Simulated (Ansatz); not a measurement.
## C in Ansatz: the effect of pseudo set

The system is C.

```
C
1.0
     0.00000    1.78337    1.78337
     1.78337    0.00000    1.78337
     1.78337    1.78337    0.00000
C
2
Direct
  0.75000 0.75000 0.75000
  0.50000 0.50000 0.50000
```

This isn't the form of C at room conditions, which is graphite.

Alike in all runs:

| Property | Result |
| --- | --- |
| Program | Ansatz 0.2.0 |
| Task | band structure |
| Functional | PBE |
| k mesh | 13 × 13 × 13 |
| Occupations | fermi-dirac, width 0.05 eV |
| Spin | no spin polarisation |

```tsv
pseudo set	cutoff	pressure (GPa)
Ansatz PAW	420 eV (not typed: the program's choice for these potentials)	1.8
Ansatz PAW accurate	800 eV	1.8
SSSP efficiency PAW	612 eV	2.3
JTH PAW	780 eV (not typed: the program's choice for these potentials)	?
SPMS NC	1034 eV (not typed: the program's choice for these potentials)	2.3
PseudoDojo standard	1116 eV	2.1
PseudoDojo stringent	1116 eV	2.1
Ansatz PAW earlier set	820 eV (not typed: the program's choice for these potentials)	1.8
Ansatz NC	1116 eV (not typed: the program's choice for these potentials)	1.7
```

Problem. What does the run with pseudo set JTH PAW give?

Solution. Pressure 1.1 GPa.
